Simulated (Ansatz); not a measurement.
# Li: how well frozen cores do

Aim: solve Li at one geometry with all-electron LAPW, frozen-core PAW and all-electron PAW on datasets made for the crystal, and see where they agree. The cell is first relaxed from a guess with PAW; it needn't be the stable phase of this composition.

This is Li in the hcp structure; at room conditions it is bcc.

Method: DFT PBE, scalar-relativistic, in Ansatz 0.2.0.

## Step 1: Starting point

Symmetry: P6_3/mmc, No. 194, hexagonal system. Conventional cell: a = 2.860 Å, b = 2.860 Å, c = 4.634 Å, α = 90.00°, β = 90.00°, γ = 120.00°. Around Li (site symmetry -6m2) lie 12 Li at 2.85 to 2.86 Å.

Coordinates:

```
CELL_PARAMETERS angstrom
2.86019 0.00000 0.00000
-1.43010 2.47700 0.00000
0.00000 0.00000 4.63351
ATOMIC_POSITIONS crystal
Li 0.33333 0.66667 0.25000
Li 0.66667 0.33333 0.75000
```

Atoms are numbered in the order of the input: Li1, Li2.

## Step 2: Cell and atoms relaxed first

File input.yaml:

```yaml
crystal:
  lattice:
    - [2.8601932136, 0.0, 0.0]
    - [-1.4300966068, 2.4769999827, 0.0]
    - [0.0, 0.0, 4.6335130061]
  atoms:
    - { symbol: Li, position: [0.3333333333, 0.6666666667, 0.25] }
    - { symbol: Li, position: [0.6666666667, 0.3333333333, 0.75] }
kpoints:
  mp_grid: { grid: [16, 16, 9] }
scf:
  occupations: { method: fermi_dirac, width: 0.05 }
hamiltonian:
  xc: pbe
  pseudopotentials: { kind: paw }
output:
  forces: true
  stress: true
relax:
  f_tol: 0.005
  max_steps: 80
  cell: {}
```

On the command line:

```bash
$ ansatz run input.yaml --threads 1 --pin off --max-ram 2048MiB --backend cpu --events-out ev --progress --plain --runs-dir out
```

After this run come: All-electron LAPW; Frozen-core PAW; All-electron PAW on datasets made for the crystal.

Before running it: what results should come out? Wanted: pressure; gap; highest ELF.

As calculated:

| quantity | value |
| --- | --- |
| pressure | LAPW 0.03, PAW 0.02, crystal datasets 0.03 GPa |
| gap (LAPW) | none |
| highest ELF (PAW) | 0.71, 2.16 Å from Li |

**Reading.** The pressure is within half a GPa of zero, so the volume is close to equilibrium at this level. There is no gap at this level; the crystal is a metal here. Li 2s carries the largest share, 100 %, of the projected states within 0.3 eV of the Fermi level. The projection holds only the free atom's occupied shells (Li 2s in this range). PAW lies less than 0.01 GPa from LAPW in pressure.
